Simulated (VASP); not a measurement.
SnSe: relaxation of cell and atoms with PBE

Crystal: SnSe.

```
CELL_PARAMETERS angstrom
0.00000 3.02852 3.02852
3.02852 0.00000 3.02852
3.02852 3.02852 0.00000
ATOMIC_POSITIONS crystal
Sn 0.00000 0.00000 0.00000
Se 0.50000 0.50000 0.50000
```

Measurements of this composition are mostly on another form, of space group No. 62.

```json
{"Program": "VASP 6.6.1", "Task": "relaxation of cell and atoms", "Functional": "PBE", "Potentials or basis": "VASP PAW PBE potentials, release 64 (Sn_d, Se)", "Cutoff": "520 eV", "k mesh": "8 × 8 × 8", "Occupations": "gaussian, width 0.1 eV", "Spin": "no spin polarisation", "Further INCAR settings": "ALGO = Normal; EDIFF = 1e-07; IBRION = 2; POTIM = 0.3; EDIFFG = -0.005; NSW = 60; ISIF = 3"}
```

| Item | Value |
| --- | --- |
| Pressure after relaxing | 0.0 GPa |
| Band gap on the k mesh | 0.50 eV, direct |

Final structure:
```cif
data_structure
_symmetry_space_group_name_H-M 'P 1'
_symmetry_Int_Tables_number 1
_cell_length_a 4.2830
_cell_length_b 4.2830
_cell_length_c 4.2830
_cell_angle_alpha 60.000
_cell_angle_beta 60.000
_cell_angle_gamma 60.000
_cell_volume 55.55
loop_
_atom_site_label
_atom_site_type_symbol
_atom_site_fract_x
_atom_site_fract_y
_atom_site_fract_z
_atom_site_occupancy
Sn1 Sn 0.00000 0.00000 0.00000 1
Se1 Se 0.50000 0.50000 0.50000 1
```

Levels at points of the mesh, in eV from the valence-band top:
```
           k point  band 8  band 9  band 10  band 11  band 12  band 13
(0.00, 0.00, 0.00)   -2.15   -2.15    -2.15     4.24     4.24     4.24
(0.50, 0.00, 0.00)   -1.91   -1.91     0.00     0.50     1.25     1.25
(0.50, 0.50, 0.00)   -5.35   -3.56    -3.56     3.08     5.24     5.24
```

Run time: 13 s on 1 thread of Intel(R) Xeon(R) Platinum 8488C (Sapphire Rapids), on a shared host, peak memory 0.18 GiB.

Caveat: the relaxation stopped at its first step, so nothing moved; spin-orbit coupling is left out, which moves the levels of the heavy elements. A k mesh can miss the band edges.
